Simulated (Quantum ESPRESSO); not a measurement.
# MoSe2 (P6_3/mmc) in Quantum ESPRESSO: equation of state

Aim: energy against volume of MoSe2 in PBE, for its equilibrium volume and stiffness.

Everything below comes from runs of Quantum ESPRESSO 7.5. Logs are shortened: lines on timing, memory, paths and dates and some standing lists are left out, and cuts for length are marked.

### Step 1. The structure

It takes space group P6_3/mmc (No. 194, hexagonal). Conventional cell: a = 3.288 Å, b = 3.288 Å, c = 12.900 Å, α = 90.00°, β = 90.00°, γ = 120.00°. Around Mo (site symmetry -6m2) lie 6 Se at 2.49 Å. Se (site symmetry 3m) has 3 Mo at 2.49 Å as nearest neighbours.

### Step 2. Single point, PBE, 18.92 Å³/atom

pw.in reads:

```
&CONTROL
  calculation = 'scf'
  prefix = 'pwscf'
  outdir = './tmp'
  pseudo_dir = './pseudo'
  tstress = .true.
  disk_io = 'nowf'
/
&SYSTEM
  ibrav = 0
  nat = 6
  ntyp = 2
  ecutwfc = 60
  ecutrho = 440
  nbnd = 36
  occupations = 'smearing'
  smearing = 'fd'
  degauss = 0.00367493
/
&ELECTRONS
  conv_thr = 1.2d-09
  electron_maxstep = 120
  mixing_beta = 0.5
/
ATOMIC_SPECIES
Mo    95.9500 Mo_ONCV_PBE-1.0.oncvpsp.upf
Se    78.9710 Se_pbe_v1.uspp.F.UPF
CELL_PARAMETERS angstrom
   3.2208791255    0.0000000000    0.0000000000
  -1.6104395627    2.7893631451    0.0000000000
   0.0000000000    0.0000000000   12.6366608024
ATOMIC_POSITIONS crystal
Mo     0.6666666667    0.3333333333    0.7500000000
Mo     0.3333333333    0.6666666667    0.2500000000
Se     0.6666666667    0.3333333333    0.3750000000
Se     0.3333333333    0.6666666667    0.8750000000
Se     0.6666666667    0.3333333333    0.1250000000
Se     0.3333333333    0.6666666667    0.6250000000
K_POINTS automatic
9 9 2 0 0 0
```

Potentials or basis: SSSP 1.3 efficiency PBE.

Command:

```console
$ OMP_NUM_THREADS=1 mpirun -n 2 pw.x -nk 2 -in pw.in > pw.out
```

pw.out:

```text
This program is part of the open-source Quantum ESPRESSO suite
     for quantum simulation of materials; please cite
[... 13 lines left out ...]
     --------------------
     sticks:   dense  smooth     PW     G-vecs:    dense   smooth      PW
     Sum        1135     595    187               119517    47883    7799

     Using Slab Decomposition

     bravais-lattice index     =            0
     lattice parameter (alat)  =       6.0866  a.u.
     unit-cell volume          =     766.1405 (a.u.)^3
     number of atoms/cell      =            6
     number of atomic types    =            2
     number of electrons       =        52.00
     number of Kohn-Sham states=           36
     kinetic-energy cutoff     =      60.0000  Ry
     charge density cutoff     =     440.0000  Ry
     scf convergence threshold =      1.2E-09
     mixing beta               =       0.5000
     number of iterations used =            8  plain     mixing
     Exchange-correlation= SLA  PW   PBE  PBE
                           (   1   4   3   4   0   0   0)

     celldm(1)=   6.086579  celldm(2)=   0.000000  celldm(3)=   0.000000
     celldm(4)=   0.000000  celldm(5)=   0.000000  celldm(6)=   0.000000

     crystal axes: (cart. coord. in units of alat)
               a(1) = (   1.000000   0.000000   0.000000 )
               a(2) = (  -0.500000   0.866025   0.000000 )
               a(3) = (   0.000000   0.000000   3.923358 )

     reciprocal axes: (cart. coord. in units 2 pi/alat)
               b(1) = (  1.000000  0.577350 -0.000000 )
               b(2) = (  0.000000  1.154701  0.000000 )
               b(3) = (  0.000000 -0.000000  0.254884 )

     PseudoPot. # 1 for Mo read from file:
     Mo_ONCV_PBE-1.0.oncvpsp.upf
     Pseudo is Norm-conserving, Zval = 14.0
     Generated using ONCVPSP code by D. R. Hamann
     Using radial grid of 1526 points,  6 beta functions with:
                l(1) =   0
                l(2) =   0
                l(3) =   1
                l(4) =   1
                l(5) =   2
                l(6) =   2

     PseudoPot. # 2 for Se read from file:
     Se_pbe_v1.uspp.F.UPF
     Pseudo is Ultrasoft + core correction, Zval =  6.0
     Generated by new atomic code, or converted to UPF format
     Using radial grid of  877 points,  6 beta functions with:
                l(1) =   0
                l(2) =   0
                l(3) =   1
                l(4) =   1
                l(5) =   2
                l(6) =   2
     Q(r) pseudized with  8 coefficients,  rinner =    1.300   1.300   1.300
                                                       1.300   1.300

     atomic species   valence    mass     pseudopotential
     Mo               14.00    95.95000     Mo( 1.00)
     Se                6.00    78.97100     Se( 1.00)

     24 Sym. Ops., with inversion, found (12 have fractional translation)

   Cartesian axes

     site n.     atom                  positions (alat units)
         1        Mo     tau(   1) = (   0.5000000   0.2886751   2.9425182  )
         2        Mo     tau(   2) = (  -0.0000000   0.5773503   0.9808394  )
         3        Se     tau(   3) = (   0.5000000   0.2886751   1.4712591  )
         4        Se     tau(   4) = (  -0.0000000   0.5773503   3.4329380  )
         5        Se     tau(   5) = (   0.5000000   0.2886751   0.4904197  )
         6        Se     tau(   6) = (  -0.0000000   0.5773503   2.4520985  )

     number of k points=    24  Fermi-Dirac smearing, width (Ry)=  0.0037
                       cart. coord. in units 2pi/alat
        k(    1) = (   0.0000000   0.0000000   0.0000000), wk =   0.0123457
        k(    2) = (   0.0000000   0.0000000  -0.1274419), wk =   0.0123457
        k(    3) = (   0.0000000   0.1283001   0.0000000), wk =   0.0740741
        k(    4) = (   0.0000000   0.1283001  -0.1274419), wk =   0.0740741
        k(    5) = (   0.0000000   0.2566001   0.0000000), wk =   0.0740741
        k(    6) = (   0.0000000   0.2566001  -0.1274419), wk =   0.0740741
[... 16 lines left out ...]
        k(   23) = (   0.3333333   0.5773503   0.0000000), wk =   0.0246914
        k(   24) = (   0.3333333   0.5773503  -0.1274419), wk =   0.0246914

     Dense  grid:   119517 G-vectors     FFT dimensions: (  45,  45, 160)

     Smooth grid:    47883 G-vectors     FFT dimensions: (  30,  30, 120)

     Initial potential from superposition of free atoms

     starting charge      51.9977, renormalised to      52.0000
     Starting wfcs are   36 randomized atomic wfcs

     Self-consistent Calculation

     iteration #  1     ecut=    60.00 Ry     beta= 0.50
     Davidson diagonalization with overlap
     ethr =  1.00E-02,  avg # of iterations =  3.5

     Threshold (ethr) on eigenvalues was too large:
     Diagonalizing with lowered threshold

     Davidson diagonalization with overlap
     ethr =  9.18E-04,  avg # of iterations =  1.0

     total energy              =    -448.71414044 Ry
[... 86 lines left out ...]
    14.6295  14.7366  18.2350  18.4190

          k = 0.0000 0.1283-0.1274 (  6026 PWs)   bands (ev):

   -49.4907 -49.4907 -23.7389 -23.7389 -23.5573 -23.5573 -23.5240 -23.5240
    -3.4549  -3.4549  -2.1839  -2.1839   5.3292   5.3292   8.1555   8.1555
     8.6661   8.6661   8.7782   8.7782   9.4818   9.4818  10.0479  10.0479
    11.3796  11.3796  13.9810  13.9810  14.2509  14.2509  14.4629  14.4629
    14.7142  14.7142  18.3439  18.3439

          k = 0.0000 0.2566 0.0000 (  6041 PWs)   bands (ev):

   -49.4805 -49.4805 -23.7148 -23.7147 -23.6643 -23.6643 -23.5480 -23.5480
    -3.0333  -2.7900  -2.1320  -1.7828   5.3720   6.3211   7.2467   7.2698
     7.4557   7.9939   8.8459   8.9113   9.2802   9.3320   9.6995  10.3586
    10.5727  10.6228  13.0994  13.7709  13.7857  13.9704  14.0342  14.4689
    15.0990  15.3735  19.1058  19.5972

          k = 0.0000 0.2566-0.1274 (  6046 PWs)   bands (ev):

   -49.4805 -49.4805 -23.7148 -23.7148 -23.6643 -23.6643 -23.5480 -23.5480
    -2.9321  -2.9321  -1.9380  -1.9380   5.7439   5.7439   7.2841   7.2841
     7.8342   7.8342   8.8764   8.8764   9.3082   9.3082   9.9572   9.9572
    10.6011  10.6011  13.4327  13.4327  13.8890  13.8890  14.2655  14.2655
    15.2500  15.2500  19.2951  19.2951

          k = 0.0000 0.3849 0.0000 (  6025 PWs)   bands (ev):

   -49.4688 -49.4688 -23.7837 -23.7837 -23.6872 -23.6872 -23.5752 -23.5752
    -2.3165  -2.1132  -1.7644  -1.5160   5.4250   5.8356   6.5014   6.7327
     6.8983   7.4042   8.2976   8.3738   9.2862   9.8924   9.9006   9.9246
    10.0107  10.1540  13.0798  13.3358  13.5256  13.9003  14.2459  15.3427
    15.4338  15.8629  18.2740  18.9393

          k = 0.0000 0.3849-0.1274 (  6016 PWs)   bands (ev):

   -49.4688 -49.4688 -23.7837 -23.7837 -23.6872 -23.6872 -23.5752 -23.5752
    -2.2356  -2.2356  -1.6196  -1.6196   5.6083   5.6083   6.5588   6.5588
     7.2400   7.2400   8.3343   8.3343   9.4992   9.4992   9.9529   9.9529
    10.1082  10.1082  13.4221  13.4221  13.4255  13.4255  14.8383  14.8383
    15.6540  15.6540  18.3033  18.3033

          k = 0.0000 0.5132 0.0000 (  5999 PWs)   bands (ev):

   -49.4612 -49.4612 -23.8603 -23.8603 -23.6692 -23.6691 -23.5928 -23.5928
    -1.7294  -1.6016  -1.4651  -1.3370   4.9160   5.2177   5.9622   6.1823
     6.6053   7.2924   7.9912   8.0726   9.1551   9.4959  10.1736  10.2819
    10.3879  10.4867  13.2185  13.2926  13.5068  13.9113  14.6181  15.5623
    15.8519  16.0869  16.8862  17.4270
[... 75 lines left out ...]
   -49.4637 -49.4637 -23.7908 -23.7907 -23.6751 -23.6751 -23.6333 -23.6333
    -1.9626  -1.7905  -1.5712  -1.3737   5.5757   5.8781   6.3215   6.4743
     7.2246   7.3161   7.4982   8.0447   8.4724   8.5556   9.7804   9.9868
    10.4222  10.5065  12.7444  13.6104  13.6561  13.6883  13.8528  14.5897
    15.4292  16.4622  18.7183  19.0944

          k = 0.2222 0.3849-0.1274 (  5994 PWs)   bands (ev):

   -49.4637 -49.4637 -23.7908 -23.7908 -23.6751 -23.6751 -23.6333 -23.6333
    -1.8963  -1.8963  -1.4527  -1.4527   5.7199   5.7199   6.3984   6.3984
     7.1532   7.1532   7.9491   7.9491   8.4855   8.4855   9.8309   9.8309
    10.4684  10.4684  13.1177  13.1177  13.6363  13.6363  14.3115  14.3115
    15.9060  15.9060  19.0777  19.0777

          k = 0.2222 0.5132 0.0000 (  5979 PWs)   bands (ev):

   -49.4578 -49.4578 -23.8189 -23.8189 -23.6782 -23.6781 -23.6613 -23.6613
    -1.4824  -1.3940  -1.3088  -1.2191   5.5407   5.6826   5.7581   5.8116
     6.9776   7.4096   7.5602   7.8863   8.0665   8.2354   9.1844   9.5966
    10.7091  10.8990  12.9665  13.1720  13.7707  14.0065  14.3587  14.7856
    15.5779  16.4663  17.6088  18.1547

          k = 0.2222 0.5132-0.1274 (  5996 PWs)   bands (ev):

   -49.4578 -49.4578 -23.8189 -23.8189 -23.6782 -23.6782 -23.6613 -23.6613
    -1.4489  -1.4489  -1.2532  -1.2532   5.6249   5.6249   5.7732   5.7732
     7.0732   7.0732   7.8119   7.8119   8.2370   8.2370   9.3131   9.3131
    10.8042  10.8042  13.0808  13.0808  13.9922  13.9922  14.4317  14.4317
    15.9366  15.9366  18.1431  18.1431

          k = 0.3333 0.5774 0.0000 (  5982 PWs)   bands (ev):

   -49.4558 -49.4558 -23.7880 -23.7880 -23.7350 -23.7350 -23.6565 -23.6565
    -1.2841  -1.2841  -1.1795  -1.1795   5.4135   5.5929   6.1823   6.1823
     6.6264   6.9012   7.5446   7.5446   7.8920   7.8920   9.2094   9.2094
    10.9831  11.1935  12.6921  12.6921  13.4869  14.6448  14.6448  14.6530
    16.2042  16.2042  17.1716  18.6171

          k = 0.3333 0.5774-0.1274 (  6000 PWs)   bands (ev):

   -49.4558 -49.4558 -23.7880 -23.7880 -23.7350 -23.7350 -23.6565 -23.6565
    -1.2840  -1.2840  -1.1795  -1.1795   5.4942   5.4942   6.2133   6.2133
     6.7723   6.7723   7.2863   7.2863   8.2720   8.2720   9.0414   9.0414
    11.0748  11.0748  12.6944  12.6944  14.0014  14.0015  14.7047  14.7047
    16.0869  16.0869  18.1088  18.1088

     the Fermi energy is    12.1786 ev

!    total energy              =    -448.94165040 Ry
     estimated scf accuracy    <          1.2E-09 Ry
     smearing contrib. (-TS)   =      -0.00000054 Ry
     internal energy E=F+TS    =    -448.94164986 Ry

     The total energy is F=E-TS. E is the sum of the following terms:
     one-electron contribution =    -180.02818208 Ry
     hartree contribution      =     113.56644033 Ry
     xc contribution           =    -150.82050325 Ry
     ewald contribution        =    -231.65940486 Ry

     convergence has been achieved in  10 iterations

     Computing stress (Cartesian axis) and pressure

          total   stress  (Ry/bohr**3)                   (kbar)     P=      185.40
   0.00109040  -0.00000000   0.00000000          160.40       -0.00        0.00
  -0.00000000   0.00109040   0.00000000           -0.00      160.40        0.00
   0.00000000   0.00000000   0.00160015            0.00        0.00      235.39

=------------------------------------------------------------------------------=
   JOB DONE.
=------------------------------------------------------------------------------=
```

It took 26 s on 2 MPI ranks of AMD EPYC 9R45 (Zen 5), shared host; peak memory 0.66 GiB.

Results:

```
Free energy            : -6108.1623 eV
Pressure               : 18.5 GPa
Band gap on the k mesh : 0.89 eV, indirect (least direct gap 1.50 eV)
```

Caveat: an odd mesh through Γ misses points on the zone boundary, where band edges often lie; this functional lacks dispersion, which binds the layers, so the pressure and a relaxed spacing across them are unreliable.

### Step 3. Single point, PBE, 19.32 Å³/atom

Changes to pw.in since step 2:

```diff
@@ -28,5 +28,5 @@
 CELL_PARAMETERS angstrom
-   3.2208791255    0.0000000000    0.0000000000
-  -1.6104395627    2.7893631451    0.0000000000
-   0.0000000000    0.0000000000   12.6366608024
+   3.2435621202    0.0000000000    0.0000000000
+  -1.6217810601    2.8090071948    0.0000000000
+   0.0000000000    0.0000000000   12.7256543035
 ATOMIC_POSITIONS crystal
```

Potentials or basis: SSSP 1.3 efficiency PBE.

Command:

```console
$ OMP_NUM_THREADS=1 mpirun -n 2 pw.x -nk 2 -in pw.in > pw.out
```

Run time: 35 s. Hardware: 2 MPI ranks of AMD EPYC 9R45 (Zen 5), shared host; peak memory 0.68 GiB.

It converged, with:

```
Free energy            : -6108.4125 eV
Pressure               : 14.6 GPa
Band gap on the k mesh : 0.89 eV, indirect (least direct gap 1.46 eV)
```

Caveat: an odd mesh through Γ misses points on the zone boundary, where band edges often lie; this functional lacks dispersion, which binds the layers, so the pressure and a relaxed spacing across them are unreliable.

### Step 4. Single point, PBE, 19.73 Å³/atom

Changes to pw.in since step 3:

```diff
@@ -28,5 +28,5 @@
 CELL_PARAMETERS angstrom
-   3.2435621202    0.0000000000    0.0000000000
-  -1.6217810601    2.8090071948    0.0000000000
-   0.0000000000    0.0000000000   12.7256543035
+   3.2659322210    0.0000000000    0.0000000000
+  -1.6329661105    2.8283802704    0.0000000000
+   0.0000000000    0.0000000000   12.8134202101
 ATOMIC_POSITIONS crystal
```

Command:

```console
$ OMP_NUM_THREADS=1 mpirun -n 2 pw.x -nk 2 -in pw.in > pw.out
```

Run time: 36 s. Hardware: 2 MPI ranks of AMD EPYC 9R45 (Zen 5), shared host; peak memory 0.7 GiB.

The run converged. Its results:

```
Free energy            : -6108.6067 eV
Pressure               : 11.1 GPa
Band gap on the k mesh : 0.89 eV, indirect (least direct gap 1.42 eV)
```

Caveat: an odd mesh through Γ misses points on the zone boundary, where band edges often lie; this functional lacks dispersion, which binds the layers, so the pressure and a relaxed spacing across them are unreliable.

### Step 5. Single point, PBE, 20.13 Å³/atom

Changes to pw.in since step 4:

```diff
@@ -28,5 +28,5 @@
 CELL_PARAMETERS angstrom
-   3.2659322210    0.0000000000    0.0000000000
-  -1.6329661105    2.8283802704    0.0000000000
-   0.0000000000    0.0000000000   12.8134202101
+   3.2880000000    0.0000000000    0.0000000000
+  -1.6440000000    2.8474915276    0.0000000000
+   0.0000000000    0.0000000000   12.9000000000
 ATOMIC_POSITIONS crystal
```

Command:

```console
$ OMP_NUM_THREADS=1 mpirun -n 2 pw.x -nk 2 -in pw.in > pw.out
```

It took 32 s on 2 MPI ranks of AMD EPYC 9R45 (Zen 5), shared host; peak memory 0.7 GiB.

The run converged. Its results:

- Free energy: -6108.7504 eV
- Pressure: 7.9 GPa
- Band gap on the k mesh: 0.89 eV, indirect (least direct gap 1.38 eV)

Caveat: an odd mesh through Γ misses points on the zone boundary, where band edges often lie; this functional lacks dispersion, which binds the layers, so the pressure and a relaxed spacing across them are unreliable.

### Step 6. Single point, PBE, 20.53 Å³/atom

Changes to pw.in since step 5:

```diff
@@ -28,5 +28,5 @@
 CELL_PARAMETERS angstrom
-   3.2880000000    0.0000000000    0.0000000000
-  -1.6440000000    2.8474915276    0.0000000000
-   0.0000000000    0.0000000000   12.9000000000
+   3.3097754690    0.0000000000    0.0000000000
+  -1.6548877345    2.8663496370    0.0000000000
+   0.0000000000    0.0000000000   12.9854329533
 ATOMIC_POSITIONS crystal
```

Potentials or basis: SSSP 1.3 efficiency PBE.

Command:

```console
$ OMP_NUM_THREADS=1 mpirun -n 2 pw.x -nk 2 -in pw.in > pw.out
```

Wall time 32 s (2 MPI ranks of AMD EPYC 9R45 (Zen 5), shared host); peak memory 0.72 GiB.

It converged, with:

```yaml
Free_energy: -6108.8488 eV
Pressure: 5.1 GPa
Band_gap_on_the_k_mesh: 0.89 eV, indirect (least direct gap 1.35 eV)
```

Caveat: an odd mesh through Γ misses points on the zone boundary, where band edges often lie; this functional lacks dispersion, which binds the layers, so the pressure and a relaxed spacing across them are unreliable.

### Step 7. Single point, PBE, 20.93 Å³/atom

Changes to pw.in since step 6:

```diff
@@ -28,5 +28,5 @@
 CELL_PARAMETERS angstrom
-   3.3097754690    0.0000000000    0.0000000000
-  -1.6548877345    2.8663496370    0.0000000000
-   0.0000000000    0.0000000000   12.9854329533
+   3.3312681198    0.0000000000    0.0000000000
+  -1.6656340599    2.8849628185    0.0000000000
+   0.0000000000    0.0000000000   13.0697563093
 ATOMIC_POSITIONS crystal
```

Command:

```console
$ OMP_NUM_THREADS=1 mpirun -n 2 pw.x -nk 2 -in pw.in > pw.out
```

Wall time 37 s (2 MPI ranks of AMD EPYC 9R45 (Zen 5), shared host); peak memory 0.72 GiB.

Results (log left out):

```yaml
Free_energy: -6108.9061 eV
Pressure: 2.5 GPa
Band_gap_on_the_k_mesh: 0.88 eV, indirect (least direct gap 1.31 eV)
```

Caveat: an odd mesh through Γ misses points on the zone boundary, where band edges often lie; this functional lacks dispersion, which binds the layers, so the pressure and a relaxed spacing across them are unreliable.

### Step 8. Single point, PBE, 21.34 Å³/atom

Changes to pw.in since step 7:

```diff
@@ -28,5 +28,5 @@
 CELL_PARAMETERS angstrom
-   3.3312681198    0.0000000000    0.0000000000
-  -1.6656340599    2.8849628185    0.0000000000
-   0.0000000000    0.0000000000   13.0697563093
+   3.3524869601    0.0000000000    0.0000000000
+  -1.6762434801    2.9033388733    0.0000000000
+   0.0000000000    0.0000000000   13.1530054092
 ATOMIC_POSITIONS crystal
```

Command:

```console
$ OMP_NUM_THREADS=1 mpirun -n 2 pw.x -nk 2 -in pw.in > pw.out
```

Run time: 34 s. Hardware: 2 MPI ranks of AMD EPYC 9R45 (Zen 5), shared host; peak memory 0.74 GiB.

The run converged. Its results:

- Free energy: -6108.9265 eV
- Pressure: 0.2 GPa
- Band gap on the k mesh: 0.88 eV, indirect (least direct gap 1.28 eV)

Caveat: an odd mesh through Γ misses points on the zone boundary, where band edges often lie; this functional lacks dispersion, which binds the layers, so the pressure and a relaxed spacing across them are unreliable.

### Step 9. Equation of state, PBE

Potentials or basis: SSSP 1.3 efficiency PBE.

This step only gathers the single runs of the series.

What came out:

| Quantity | Value |
| --- | --- |
| Equilibrium volume | 21.38 Å³/atom (rough: see the caveat) |
| Bulk modulus at fixed shape and positions | 116 GPa (rough) |

Energy against volume, from the lowest point:
```
volume (Å³/atom)  energy (meV/atom)
          18.922             127.37
          19.324              85.68
          19.727              53.31
          20.129              29.35
          20.532              12.96
          20.935               3.40
          21.337               0.00
```

Caveat: the minimum lies outside the volumes run; the cell was scaled at fixed shape and fractional positions, which overstates the stiffness of a crystal with free parameters, most of all of layers and chains; this functional lacks dispersion, which binds the layers, so the pressure and a relaxed spacing across them are unreliable.
